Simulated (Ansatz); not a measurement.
**Sb monolayer: modes against uniaxial strain along the armchair direction, normal to a, with the width clamped**

Aim: how do the optical modes of Sb monolayer shift and split under this strain?

Method: DFT PBE, scalar-relativistic, plane waves, PAW; PAW set soft_1, in Ansatz 0.2.0.

## (1) Starting point

The cell holds 2 atoms: 2 Sb. Its edges and angles: a = 4.120 Å, b = 4.120 Å, c = 27.080 Å, α = 90.0°, β = 90.0°, γ = 120.0°. Vacuum lies along c. The height across the vacuum is the one that the program set for its solve, not the one typed.

As a file:

```cif
data_structure
_symmetry_space_group_name_H-M 'P 1'
_symmetry_Int_Tables_number 1
_cell_length_a 4.1200
_cell_length_b 4.1200
_cell_length_c 27.0800
_cell_angle_alpha 90.000
_cell_angle_beta 90.000
_cell_angle_gamma 120.000
_cell_volume 398.08
loop_
_atom_site_label
_atom_site_type_symbol
_atom_site_fract_x
_atom_site_fract_y
_atom_site_fract_z
_atom_site_occupancy
Sb1 Sb 0.33333 0.66667 0.39956 1
Sb2 Sb 0.66667 0.33333 0.33900 1
```

## (2) Bringing the structure to rest

Harmonic phonons are second derivatives at a point where the forces vanish, and they are wanted at zero stress, so atoms and cell are relaxed first. The program lengthens the typed cell of 20.0 Å along the normal to 27.1 Å, as its cut-off of the electrostatics needs, and moves no atom.

input.yaml

```yaml
crystal:
  lattice:
    - [4.12, 0.0, 0.0]
    - [-2.06, 3.56802, 0.0]
    - [0.0, 0.0, 20.0]
  atoms:
    - { symbol: Sb, position: [0.333333, 0.666667, 0.541] }
    - { symbol: Sb, position: [0.666667, 0.333333, 0.459] }
  periodic: [true, true, false]
kpoints:
  mp_grid: { grid: [9, 9, 1] }
hamiltonian:
  xc: pbe
  pseudopotentials: { kind: paw, azcp: { folder: soft_1 } }
scf:
  occupations: { method: gaussian, width: 0.02 }
output:
  forces: true
  stress: true
  eigenvalues: true
  write_density: true
  write_potential: true
  elf: true
  volumetric_format: npy
relax:
  adjacent_minimum: "off"
  f_tol: 0.005
  max_steps: 80
  cell: { stress_2d_tol: 0.02 }
```

On the command line:

```
$ ansatz run input.yaml --threads 4 --pin off --max-ram 16384MiB --backend cpu --events-out ev --progress --plain --runs-dir out
```

Numbers of over 12 decimals in the logs are rounded to 6 here.

What it wrote:

```text
Warning: crystal.periodic: the lattice vector that does not repeat stood 0.000° off the slab's normal, 20.000 Å along it as the deck builds it. The run solves the slab on a vector along the normal, 27.080 Å long, with every atom where it was (on the deck's vector they left 18.36 Å outside them, and the widest stretch free of ions among them is 1.64 Å). A fractional position that the run reports is one of the run's ce [...]
Warning: the atoms were moved onto the symmetric positions of the space group found under crystal.symmetry.tolerance 1.0e-5 (fractional; no operation is sought that the atoms, as they stand in a round, miss by more than twice it, and no atom is moved by as much as it), and the run uses the moved positions. Before a round's move an operation carried an atom to 4.12e-6 Å from where it should land, the largest such dist [...]
crystal.periodic: the lattice vector that does not repeat stood 0.000° off the slab's normal, 20.000 Å along it as the deck builds it. The run solves the slab on a vector along the normal, 27.080 Å long, with every atom where it was (on the deck's vector they left 18.36 Å outside them, and the widest stretch free of ions among them is 1.64 Å). A fractional position that the run reports is one of the run's cell, which [...]
Engine: ansatz 0.2.0, aarch64-unknown-linux-gnu
Pseudopotentials: kind: paw
Pseudopotential: Sb, paw, valence charge 15, recommended cutoff 420 eV (normal), soft_1/Sb.paw.azcp
Functional definition: PBE
  parameter kappa = 0.804
  parameter beta = 0.066725
  exchange = pbe_x(kappa = kappa, mu = beta*pi^2/3)
  correlation = pbe_c(beta = beta)
Crystal: 2 atoms, lattice volume = 398.083 Å³
Basis set: ecut = 420 eV, 7687 PW (Γ), exchange–correlation on 60×60×384 points (8 copies of the dense FFT grid, shifted against one another)
Bands: 19, of which v1, the nominal top of the filled ones, is band 15 counted from 1 (14 counted from 0)
Symmetry: 12 space group operations
Space group: P-3m1 (ITA 164), of the structure as read, at distance tolerance 7.4e-5 Å
k-points: 12 of 81
Non-local potential: Sb, projectors of the file, l = 0: 2, l = 1: 2, l = 2: 2, l = 3: 1
PAW form: soft (Blöchl's): semilocal exchange-correlation on the pseudo side does not see the compensation charge
PAW one-centre angular grid: Sb, 590 points (default); XC on 64 Gauss nodes
Initial density: superposition of atomic densities (neutral atoms: chi_scale 0, normalization atom)
Initial wavefunctions: pseudopotential atomic-orbital guess
Functional: x = pbe(κ = 0.804, μ = 0.219515), c = pbe(β = 0.066725)
iter 1 solved again at ethr=7.94e-4 eV; its pass at ethr=3.10e-3 eV (dr2=2.38e-1 eV) is discarded
SCF iter   1: F=—  HF=-12969.021536 eV  |F-HF|=—  |Δ(HF+E_count)|=         —  Δρ=7.59e-3  dr2=2.39e-1  ethr=7.94e-4  ⟨swp⟩=1.9  Hψ=2183  notcnv=0
preconditioner: auto → Resta (q_TF=auto, 1.773 Å⁻¹)  ε∞=1.5  [insulator: Δε(μ)=1.377 eV  Ē_g=7.966 eV  σ=0.020 eV  W_gap=1.00  n_scr=20 (ndim 8)  ℏωp=5.9 eV  f_vac=0.768  D(μ)=0.00/eV (n_scr^D=0)  ε∞_Penn≈1.5  vacuum switching on, ρ_ref=4.6e-3 e/Å³]
SCF iter   2: F=—  HF=-12968.994674 eV  |F-HF|=—  |Δ(HF+E_count)|=   2.69e-2  Δρ=3.97e-3  dr2=5.73e-2  ethr=7.94e-4  ⟨swp⟩=2.9  Hψ=321  notcnv=0
SCF iter   3: F=—  HF=-12968.991909 eV  |F-HF|=—  |Δ(HF+E_count)|=   2.77e-3  Δρ=5.31e-4  dr2=5.52e-4  ethr=1.91e-4  ⟨swp⟩=4.4  Hψ=498  notcnv=0  defer=1
SCF iter   4: F=—  HF=-12968.991921 eV  |F-HF|=—  |Δ(HF+E_count)|=   1.29e-5  Δρ=1.08e-4  dr2=5.92e-5  ethr=1.84e-6  ⟨swp⟩=2.9  Hψ=513  notcnv=0
SCF iter   5: F=—  HF=-12968.991964 eV  |F-HF|=—  |Δ(HF+E_count)|=   4.26e-5  Δρ=3.83e-5  dr2=6.24e-6  ethr=1.97e-7  ⟨swp⟩=3.9  Hψ=480  notcnv=0
SCF iter   6: F=—  HF=-12968.991967 eV  |F-HF|=—  |Δ(HF+E_count)|=   2.63e-6  Δρ=1.11e-5  dr2=6.12e-7  ethr=2.08e-8  ⟨swp⟩=2.5  Hψ=307  notcnv=0
SCF iter   7: F=-12968.991967 eV  HF=-12968.991967 eV  |F-HF|=3.86e-9  |Δ(HF+E_count)|=   2.17e-7  Δρ=1.55e-6  dr2=1.07e-8  ethr=3.33e-10  ⟨swp⟩=17.9  Hψ=2289  notcnv=0
SCF 1 converged in 7 iterations: F = -12968.991967 eV  dr2 = 1.07e-8
  greatest PAW one-centre occupation: 0.996 electrons in one spin orbital (limit 2), on the Sb atom at site 1 (counted from 0), in its partial waves of l = 2
relax step   1: F+E_penalty+E_count = -12968.99196693 eV  Δ(F+E_penalty+E_count) = +0.000e0 eV  max|allowed force component| = 4.751e-2 eV/Å  Δτ_max = 0.0000 Å  P = -0.008 N/m  Ω = 398.083 Å³  fix = [c, alpha, beta]  reactions: c -0.000 N/m  (7 SCF iters, dr2 threshold 1.00e-7 eV, accepted)
Crystal: 2 atoms, lattice volume = 398.786 Å³
Initial density: handed on by an earlier stage of this run
Initial wavefunctions: those handed on with the density
iter 1 solved again at ethr=1.20e-6 eV; its pass at ethr=3.10e-3 eV (dr2=3.59e-4 eV) is discarded
SCF iter   1: F=—  HF=-12968.991539 eV  |F-HF|=—  |Δ(HF+E_count)|=         —  Δρ=2.08e-4  dr2=3.66e-4  ethr=1.20e-6  ⟨swp⟩=4.0  Hψ=1815  notcnv=0
preconditioner: auto → Resta (q_TF=auto, 1.773 Å⁻¹)  ε∞=1.6  [insulator: Δε(μ)=1.345 eV  Ē_g=7.875 eV  σ=0.020 eV  W_gap=1.00  n_scr=20 (ndim 8)  ℏωp=5.9 eV  f_vac=0.777  D(μ)=0.00/eV (n_scr^D=0)  ε∞_Penn≈1.6  vacuum switching on, ρ_ref=4.5e-3 e/Å³]
SCF iter   2: F=—  HF=-12968.991426 eV  |F-HF|=—  |Δ(HF+E_count)|=   1.13e-4  Δρ=1.10e-4  dr2=3.33e-5  ethr=1.20e-6  ⟨swp⟩=3.0  Hψ=467  notcnv=0
SCF iter   3: F=—  HF=-12968.991460 eV  |F-HF|=—  |Δ(HF+E_count)|=   3.47e-5  Δρ=3.62e-5  dr2=3.30e-6  ethr=1.11e-7  ⟨swp⟩=2.0  Hψ=289  notcnv=0
iter 4 did not close the SCF: its close was put off until two iterations running show no level that it waits for move by more than its bar (scf_convergence_deferred on its scf_iter line)
SCF iter   4: F=-12968.991460 eV  HF=-12968.991460 eV  |F-HF|=7.36e-9  |Δ(HF+E_count)|=   4.11e-7  Δρ=3.94e-6  dr2=7.23e-8  ethr=4.70e-10  ⟨swp⟩=15.2  Hψ=2438  notcnv=0
SCF iter   5: F=-12968.991460 eV  HF=-12968.991460 eV  |F-HF|=1.03e-9  |Δ(HF+E_count)|=   1.64e-8  Δρ=8.08e-7  dr2=2.43e-9  ethr=2.41e-10  ⟨swp⟩=9.1  Hψ=1587  notcnv=0
SCF 2 converged in 5 iterations: F = -12968.991460 eV  dr2 = 2.43e-9
  greatest PAW one-centre occupation: 0.995 electrons in one spin orbital (limit 2), on the Sb atom at site 1 (counted from 0), in its partial waves of l = 2
relax step   2: F+E_penalty+E_count = -12968.99145991 eV  Δ(F+E_penalty+E_count) = +5.070e-4 eV  max|allowed force component| = 1.069e-1 eV/Å  Δτ_max = 0.0094 Å  P = +0.083 N/m  Ω = 398.786 Å³  energy of the carried Pulay correction = -1.204e-5 eV  fix = [c, alpha, beta]  (5 SCF iters, dr2 threshold 1.41e-7 eV, rejected (line search))
Crystal: 2 atoms, lattice volume = 398.469 Å³
iter 1 solved again at ethr=5.37e-7 eV; its pass at ethr=3.10e-3 eV (dr2=1.61e-4 eV) is discarded
SCF iter   1: F=—  HF=-12968.992119 eV  |F-HF|=—  |Δ(HF+E_count)|=         —  Δρ=1.39e-4  dr2=1.63e-4  ethr=5.37e-7  ⟨swp⟩=3.7  Hψ=1696  notcnv=0
preconditioner: auto → Resta (q_TF=auto, 1.773 Å⁻¹)  ε∞=1.6  [insulator: Δε(μ)=1.313 eV  Ē_g=7.859 eV  σ=0.020 eV  W_gap=1.00  n_scr=20 (ndim 8)  ℏωp=5.9 eV  f_vac=0.776  D(μ)=0.00/eV (n_scr^D=0)  ε∞_Penn≈1.6  vacuum switching on, ρ_ref=4.5e-3 e/Å³]
SCF iter   2: F=—  HF=-12968.992071 eV  |F-HF|=—  |Δ(HF+E_count)|=   4.78e-5  Δρ=7.42e-5  dr2=1.51e-5  ethr=5.37e-7  ⟨swp⟩=3.2  Hψ=420  notcnv=0
SCF iter   3: F=—  HF=-12968.992069 eV  |F-HF|=—  |Δ(HF+E_count)|=   2.35e-6  Δρ=2.44e-5  dr2=1.60e-6  ethr=5.03e-8  ⟨swp⟩=2.0  Hψ=285  notcnv=0
SCF iter   4: F=—  HF=-12968.992107 eV  |F-HF|=—  |Δ(HF+E_count)|=   3.81e-5  Δρ=2.85e-6  dr2=3.04e-8  ethr=5.33e-9  ⟨swp⟩=2.5  Hψ=333  notcnv=0
SCF iter   5: F=—  HF=-12968.992107 eV  |F-HF|=—  |Δ(HF+E_count)|=  9.09e-10  Δρ=6.08e-7  dr2=2.68e-9  ethr=1.01e-10  ⟨swp⟩=2.9  Hψ=451  notcnv=0
SCF iter   6: F=—  HF=-12968.992107 eV  |F-HF|=—  |Δ(HF+E_count)|=  1.38e-10  Δρ=1.61e-7  dr2=7.39e-11  ethr=8.93e-12  ⟨swp⟩=3.5  Hψ=461  notcnv=0
SCF iter   7: F=-12968.992107 eV  HF=-12968.992107 eV  |F-HF|=2.18e-11  |Δ(HF+E_count)|=  1.18e-10  Δρ=1.81e-8  dr2=2.03e-12  ethr=1.00e-12  ⟨swp⟩=9.6  Hψ=1665  notcnv=0
SCF 3 converged in 7 iterations: F = -12968.992107 eV  dr2 = 2.03e-12
relax step   3: F+E_penalty+E_count = -12968.99210674 eV  Δ(F+E_penalty+E_count) = -1.398e-4 eV  max|allowed force component| = 8.569e-4 eV/Å  Δτ_max = 0.0031 Å  P = +0.012 N/m  Ω = 398.469 Å³  energy of the carried Pulay correction = -6.628e-6 eV  fix = [c, alpha, beta]  reactions: c +0.000 N/m  (7 SCF iters, accepted)
Initial wavefunctions: pseudopotential atomic-orbital guess (no wavefunctions were taken with the density)
iter 1 solved again at ethr=1.19e-6 eV; its pass at ethr=3.10e-3 eV (dr2=3.58e-4 eV) is discarded
SCF iter   1: F=—  HF=-12968.992078 eV  |F-HF|=—  |Δ(HF+E_count)|=         —  Δρ=2.45e-6  dr2=1.79e-8  ethr=1.19e-6  ⟨swp⟩=5.0  Hψ=2648  notcnv=0
eigensolver tolerance schedule: the retry pair's looser diagonalisation over-reported the residual by 20041.44 of it (diagonalisation noise at an unbounded share of the residual, at the tolerance the schedule requests for it); recorded, not acted on — ethr = c·dr2/N_el stays at c = 1.0e-1
preconditioner: auto → Resta (q_TF=auto, 1.773 Å⁻¹)  ε∞=1.6  [insulator: Δε(μ)=1.310 eV  Ē_g=7.857 eV  σ=0.020 eV  W_gap=1.00  n_scr=20 (ndim 8)  ℏωp=5.9 eV  f_vac=0.776  D(μ)=0.00/eV (n_scr^D=0)  ε∞_Penn≈1.6  vacuum switching on, ρ_ref=4.5e-3 e/Å³]
SCF iter   2: F=—  HF=-12968.992114 eV  |F-HF|=—  |Δ(HF+E_count)|=   3.61e-5  Δρ=2.08e-6  dr2=1.84e-8  ethr=5.95e-11  ⟨swp⟩=6.3  Hψ=852  notcnv=0
SCF iter   3: F=—  HF=-12968.992114 eV  |F-HF|=—  |Δ(HF+E_count)|=   5.86e-8  Δρ=1.16e-6  dr2=4.83e-9  ethr=5.95e-11  ⟨swp⟩=2.0  Hψ=408  notcnv=0
SCF iter   4: F=—  HF=-12968.992115 eV  |F-HF|=—  |Δ(HF+E_count)|=   3.95e-7  Δρ=1.26e-7  dr2=4.30e-11  ethr=1.61e-11  ⟨swp⟩=2.2  Hψ=411  notcnv=0
SCF iter   5: F=—  HF=-12968.992115 eV  |F-HF|=—  |Δ(HF+E_count)|=   7.44e-8  Δρ=1.76e-8  dr2=3.53e-12  ethr=1.00e-12  ⟨swp⟩=3.1  Hψ=438  notcnv=0
SCF iter   6: F=-12968.992115 eV  HF=-12968.992115 eV  |F-HF|=1.74e-9  |Δ(HF+E_count)|=   6.06e-9  Δρ=1.40e-8  dr2=6.62e-13  ethr=1.00e-12  ⟨swp⟩=11.8  Hψ=1545  notcnv=0
SCF 4 converged in 6 iterations: F = -12968.992115 eV  dr2 = 6.62e-13
relax step   4: F+E_penalty+E_count = -12968.99211491 eV  Δ(F+E_penalty+E_count) = -8.165e-6 eV  max|allowed force component| = 8.486e-4 eV/Å  Δτ_max = 0.0000 Å  P = +0.012 N/m  Ω = 398.469 Å³  fix = [c, alpha, beta]  reactions: c +0.000 N/m  stress off target by 1.17e-2 N/m on what of the cell is left free  SCF on the basis re-selected at this cell (its energy is not comparable with the rows above)  (6 SCF iters)
basis re-selected at this cell: Δ(F+E_penalty+E_count) = -8.165e-6 eV, ΔP = +0.000 N/m vs the last step (what re-selecting the basis moved, of the pressure what is left beyond the Pulay correction that the steps carried, after the strain that the cell walked since its last selection, with what the two solves' SCF thresholds leave and, on support functions, any second-order correction that the steps lacked; it is no m [...]
SCF converged after 6 iterations
Free energy (F): -12968.992115 eV
Harris-Foulkes:  -12968.992115 eV  (|F-HF|=1.74e-9)
Internal energy: -12968.992115 eV  (E = F + TS)
E sigma→0 (E₀):  -12968.992115 eV
Fermi energy:    -4.187288 eV
--- Per-component energies (eV) ---
  E_band       = -757.876129
  E_kinetic    = 323.805168
  E_local      = -34692.694049  (includes V_loc(G=0)·N_el)
  E_nonlocal   = 779.330092
  E_hartree    = 16862.626900
  E_xc         = -196.391445
  E_vxc        = -179.612962  (∫ρ·V_xc dr)
  E_paw        = -9087.136949  (= ΣΔE_a)
  E_vpaw       = -713.958505  (= ΣTr[D̂ρ^β])
  E_aug_tail   = 0.000277  (compensation charges beyond the density's cutoff)
  E_ewald      = 13041.467891
  E_smearing   = -0.000000  (= −TS)
  E_closure    = 0.000000  (closes the sum)
  Σ components = -12968.992115   (vs F -12968.992115, Δ=0.00e0)
--- Forces (eV/Å), atoms counted from 1 ---
  atom   1  Sb     0.00000000    -0.00000000     0.00084861
  atom   2  Sb     0.00000000     0.00000000    -0.00084861
  max |Σ_I F_I| component: 3.70e-17 eV/Å
--- 2D stress c σ (N/m, compression-positive) ---
        0.011717       0.000000       0.000000
        0.000000       0.011717       0.000000
        0.000000       0.000000       0.000000
  P = ½ c Tr σ = 0.0117 N/m
--- Band table (eV; the first three rows and the last of 12) ---
  k-point 0: bands = [... 11 lower, -11.1358, -5.4186, -4.8421, -4.8421, -3.2537, -2.0487, -2.0487, -0.5314]
  k-point 1: bands = [... 11 lower, -11.1360, -5.9158, -5.3679, -5.1225, -2.7592, -1.9956, -1.7826, -0.3596]
  k-point 2: bands = [... 11 lower, -11.2456, -7.1998, -5.6535, -5.3345, -3.3551, -1.3984 (-1.3984°), -1.3417, -0.0375]
  k-point 11: bands = [... 11 lower, -13.2924, -8.3260, -6.6203, -6.6203, -3.3049, -1.2325, -1.2325, 1.8076]
  ° read free of the cell's end (the report's vacuum.weakly_bound_levels)
--- Relaxed structure (3 steps of the walk, 2 accepted, 1 SCFs on fresh bases) ---
  F+E_penalty+E_count = -12968.99211491 eV   max|allowed force component| = 8.486e-4 eV/Å   (the final SCF, on the basis selected at the relaxed cell)
  cell:  # Å, volume = 398.4693 Å³
    - [4.121998, 0, 0]
    - [-2.060999, 3.569755, 0]
    - [0, 0, 27.080000]
  atoms:
    - { symbol: Sb, position: [0.333333, 0.666667, 0.399442] }
    - { symbol: Sb, position: [0.666667, 0.333333, 0.339110] }
```

Wall time 7.7 s (4 threads of Arm Neoverse V1, shared host); peak memory 0.66 GiB; 28 s of CPU time.

Little changed from the start: no atom moved by 0.005 Å and no cell edge by 0.1 %.

Numbers from this step:

```
gap on the k-mesh : 1.310 eV
area per atom     : 7.357 Å²
```

Electrostatic potential energy in the ac plane at fractional y = 0.333, with atoms of Sb within 0.2 Å of it. With pseudopotentials it is smooth inside the atoms' cores, unlike the true potential.

Ten even steps from '0' (-19 eV) to '9' (0 eV), each cell a mean:
```
99999999999999
99999999999999
99999999999999
99999999999999
99999999999999
99999999999999
99999999999999
99999999999999
99999999999999
99999999999999
99999999999999
99999999999999
99999999999999
88788899999999
66556777666677
78887610000004
89998743111246
99999999999999
99999999999999
99999999999999
99999999999999
99999999999999
99999999999999
99999999999999
```
Columns run along a (4.1 Å; values clipped at the 3rd and 97th percentile), rows up along c (27.1 Å). Atoms in or near the plane, at fractional coordinates: Sb at (0.67, 0.34).

ELF in the ac plane at fractional y = 0.333, with atoms of Sb within 0.2 Å of it. It is the smooth field of the valence electrons, not physical close to the nuclei.

Ten even steps from '0' (0.00) to '9' (0.78), each cell a mean:
```
00000000000000
00000000000000
00000000000000
00000000000000
00000000000000
00000000000000
00000000000000
00000000000000
00000000000000
00000000000000
00000000000000
00000000000000
23442100000001
67887521000024
66556654333456
64346653111246
52014787555678
20001478999975
00000011232210
00000000000000
00000000000000
00000000000000
00000000000000
00000000000000
```
Columns run along a (4.1 Å), rows up along c (27.1 Å). Atoms in or near the plane, at fractional coordinates: Sb at (0.67, 0.34).

Valence density in the ac plane at fractional y = 0.333, with atoms of Sb within 0.2 Å of it. It is the smooth field of the valence electrons, not physical close to the nuclei.

Values in units of 1e0 e/Å³, 24 rows by 14 columns, each cell a mean:
```
0.0 0.0 0.0 0.0 0.0 0.0 0.0 0.0 0.0 0.0 0.0 0.0 0.0 0.0
0.0 0.0 0.0 0.0 0.0 0.0 0.0 0.0 0.0 0.0 0.0 0.0 0.0 0.0
0.0 0.0 0.0 0.0 0.0 0.0 0.0 0.0 0.0 0.0 0.0 0.0 0.0 0.0
0.0 0.0 0.0 0.0 0.0 0.0 0.0 0.0 0.0 0.0 0.0 0.0 0.0 0.0
0.0 0.0 0.0 0.0 0.0 0.0 0.0 0.0 0.0 0.0 0.0 0.0 0.0 0.0
0.0 0.0 0.0 0.0 0.0 0.0 0.0 0.0 0.0 0.0 0.0 0.0 0.0 0.0
0.0 0.0 0.0 0.0 0.0 0.0 0.0 0.0 0.0 0.0 0.0 0.0 0.0 0.0
0.0 0.0 0.0 0.0 0.0 0.0 0.0 0.0 0.0 0.0 0.0 0.0 0.0 0.0
0.0 0.0 0.0 0.0 0.0 0.0 0.0 0.0 0.0 0.0 0.0 0.0 0.0 0.0
0.0 0.0 0.0 0.0 0.0 0.0 0.0 0.0 0.0 0.0 0.0 0.0 0.0 0.0
0.0 0.0 0.0 0.0 0.0 0.0 0.0 0.0 0.0 0.0 0.0 0.0 0.0 0.0
0.0 0.0 0.0 0.0 0.0 0.0 0.0 0.0 0.0 0.0 0.0 0.0 0.0 0.0
0.0 0.0 0.0 0.0 0.0 0.0 0.0 0.0 0.0 0.0 0.0 0.0 0.0 0.0
0.1 0.1 0.1 0.1 0.1 0.1 0.0 0.0 0.0 0.0 0.0 0.0 0.0 0.1
0.2 0.2 0.2 0.2 0.2 0.2 0.2 0.2 0.2 0.2 0.2 0.2 0.2 0.2
0.2 0.1 0.1 0.1 0.2 0.3 0.6 1.9 6.1 9.0 7.1 3.3 0.8 0.3
0.1 0.0 0.0 0.0 0.1 0.1 0.3 0.7 2.1 3.0 2.4 1.2 0.4 0.2
0.0 0.0 0.0 0.0 0.0 0.0 0.0 0.0 0.0 0.1 0.1 0.0 0.0 0.0
0.0 0.0 0.0 0.0 0.0 0.0 0.0 0.0 0.0 0.0 0.0 0.0 0.0 0.0
0.0 0.0 0.0 0.0 0.0 0.0 0.0 0.0 0.0 0.0 0.0 0.0 0.0 0.0
0.0 0.0 0.0 0.0 0.0 0.0 0.0 0.0 0.0 0.0 0.0 0.0 0.0 0.0
0.0 0.0 0.0 0.0 0.0 0.0 0.0 0.0 0.0 0.0 0.0 0.0 0.0 0.0
0.0 0.0 0.0 0.0 0.0 0.0 0.0 0.0 0.0 0.0 0.0 0.0 0.0 0.0
0.0 0.0 0.0 0.0 0.0 0.0 0.0 0.0 0.0 0.0 0.0 0.0 0.0 0.0
```
Columns run along a (4.1 Å), rows up along c (27.1 Å). Atoms in or near the plane, at fractional coordinates: Sb at (0.67, 0.34).

## (3) Tight relaxation

Phonons need small forces and stress, so the relaxation is finished with tight tolerances on 9×9×1 k points.

input.yaml

```yaml
crystal:
  lattice:
    - [4.1219981202, 0.0, 0.0]
    - [-2.0609990601, 3.5697550865, 0.0]
    - [0.0, 0.0, 27.08]
  atoms:
    - { symbol: Sb, position: [0.3333333333, 0.6666666667, 0.399442123] }
    - { symbol: Sb, position: [0.6666666667, 0.3333333333, 0.3391103142] }
  periodic: [true, true, false]
kpoints:
  mp_grid: { grid: [9, 9, 1] }
hamiltonian:
  xc: pbe
  pseudopotentials: { kind: paw, azcp: { folder: soft_1 } }
scf:
  occupations: { method: fixed }
output:
  forces: true
  stress: true
  eigenvalues: true
relax:
  adjacent_minimum: "off"
  f_tol: 0.001
  max_steps: 60
  cell: { stress_2d_tol: 0.002 }
```

What it wrote:

```text
[...]
Crystal: 2 atoms, lattice volume = 398.469 Å³
Basis set: ecut = 420 eV, 7687 PW (Γ), exchange–correlation on 60×60×384 points (8 copies of the dense FFT grid, shifted against one another)
Bands: 19, of which v1, the nominal top of the filled ones, is band 15 counted from 1 (14 counted from 0)
Symmetry: 12 space group operations
[...]
k-points: 12 of 81
[...]
° read free of the cell's end (the report's vacuum.weakly_bound_levels)
--- Relaxed structure (4 steps of the walk, 4 accepted, 1 SCFs on fresh bases) ---
[...]
cell:  # Å, volume = 398.7128 Å³
    - [4.123258, 0, 0]
    - [-2.061629, 3.570846, 0]
    - [0, 0, 27.08]
  atoms:
    - { symbol: Sb, position: [0.333333, 0.666667, 0.399437] }
    - { symbol: Sb, position: [0.666667, 0.333333, 0.339115] }
[key lines of the parts left out:]
SCF converged after 8 iterations
Free energy (F): -12968.992117 eV
Fermi energy:    -4.845032 eV
P = ½ c Tr σ = -0.0013 N/m
```

Run time: 8.2 s. Hardware: 4 threads; peak memory 0.66 GiB; 30 s of CPU time.

Little changed from the start: no atom moved by 0.005 Å and no cell edge by 0.1 %.

Numbers from this step:

```yaml
gap_on_the_k_mesh: 1.313 eV
area_per_atom: 7.362 Å²
```

The largest force component left is 0.70 meV/Å, within the tolerances set.

[end of part 1 of 2]

[Logs are printed without paths, hosts, clocks, repeated set-up lines and the standing remarks that a program may print on its own settings, such as how far it seeks lower states.]

[Hosts, paths, dates, database ids (printed as entryN), source tags and the programs' standing remarks are cut or masked in the printed files.]
